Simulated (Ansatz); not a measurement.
# In: the cost of one run

Program: Ansatz 0.2.0. Level of theory: DFT, scalar-relativistic, functionals as named in each step. These are calculated values, not measurements.

### Step 1. The structure to begin with

Symmetry: I4/mmm, No. 139, tetragonal system. Conventional cell: a = 3.252 Å, b = 3.252 Å, c = 4.948 Å, α = 90.00°, β = 90.00°, γ = 90.00°. Around In (site symmetry 4/mmm) lie 12 In at 3.25 to 3.38 Å.

Structure file:

```cif
data_structure
_symmetry_space_group_name_H-M 'I4/mmm'
_symmetry_Int_Tables_number 139
_cell_length_a 3.2523
_cell_length_b 3.2523
_cell_length_c 4.9479
_cell_angle_alpha 90.000
_cell_angle_beta 90.000
_cell_angle_gamma 90.000
_cell_volume 52.34
loop_
_atom_site_label
_atom_site_type_symbol
_atom_site_symmetry_multiplicity
_atom_site_Wyckoff_symbol
_atom_site_fract_x
_atom_site_fract_y
_atom_site_fract_z
_atom_site_occupancy
In1 In 2 a 0.00000 0.00000 0.00000 1
```

The file gives the conventional cell by its symmetry; the runs use the cell typed in the input.

### Step 2. LDA, LAPW

Contents of input.yaml:

```yaml
crystal:
  lattice:
    - [-1.62615, 1.62615, 2.47395]
    - [1.62615, -1.62615, 2.47395]
    - [1.62615, 1.62615, -2.47395]
  atoms:
    - { symbol: In, position: [0.0, 0.0, 0.0] }
kpoints:
  mp_grid: { grid: [14, 14, 14] }
  band_path:
    path:
      - [0.0, 0.0, 0.0]
      - [0.0, 0.0, 0.5]
      - [0.25, 0.25, 0.25]
      - [0.0, 0.5, 0.0]
      - [0.0, 0.0, 0.0]
      - [0.5, 0.5, -0.5]
      - [0.3580138334, 0.6419861666, -0.3580138334]
      - [-0.3580138334, 0.3580138334, 0.3580138334]
      - [0.0, 0.0, 0.0]
    npoints: 5
scf:
  occupations: { method: fermi_dirac, width: 0.05 }
hamiltonian:
  xc: lda
  pseudopotentials: { kind: all_electron, lapw: { basis_error: 0.0005 } }
output:
  forces: true
  stress: true
  eigenvalues: true
```

Run with:

```console
> ansatz run input.yaml --threads 1 --pin off --max-ram 2048MiB --backend cpu --events-out ev --progress --plain --runs-dir out
```

Q: Estimate wall time and peak memory on 1 thread of AMD EPYC 9R45 (Zen 5), shared host.

About 7.5 s, with a peak of 0.42 GiB.
